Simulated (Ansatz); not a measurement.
Rigid (001) slab of Ti, space group P6_3/mmc (No. 194):

```
CELL_PARAMETERS angstrom
2.93580 0.00000 0.00000
-1.46790 2.54247 0.00000
0.00000 0.00000 21.63619
ATOMIC_POSITIONS crystal
Ti 0.33333 0.66667 0.39286
Ti 0.66667 0.33333 0.49509
Ti 0.33333 0.66667 0.59728
```

Level of theory: DFT r2SCAN, scalar-relativistic, plane waves, PAW (Ansatz). Plane waves to 500 eV, a k mesh through Γ of 12×12×1 on the computed 4-atom cell and Gaussian smearing (0.10 eV); no spin polarisation. A dipole correction removes the field between periodic images along c.

An adatom of O is held over the places (i/4, j/4) of the 1×1 surface cell, counted from the highest atom (Ti), and only its height relaxes; one adatom per 7.5 Å². This grid misses the threefold hollows of the hexagonal cell, which often bind best.

Heights over the highest slab atom in Å:

```
i j=0   j=1   j=2   j=3
0  1.59  1.44  1.05  1.44
1  1.44  1.44  1.08  1.08
2  1.05  1.08  1.05  1.08
3  1.44  1.08  1.08  1.44
```

**Question.** Among these places, where is the adatom most and least stable, and how far apart in energy?

**Answer.** Lowest at (i, j) = (0, 2), (2, 0), (2, 2); highest at (0, 0), 2.24 eV above. All energies in eV:

```csv
i,j=0,j=1,j=2,j=3
0,2.24,1.59,0.00,1.59
1,1.59,1.59,0.20,0.20
2,0.00,0.10,0.00,0.20
3,1.59,0.10,0.10,1.59
```

Spin polarisation was left out, and a magnetic state may lie lower.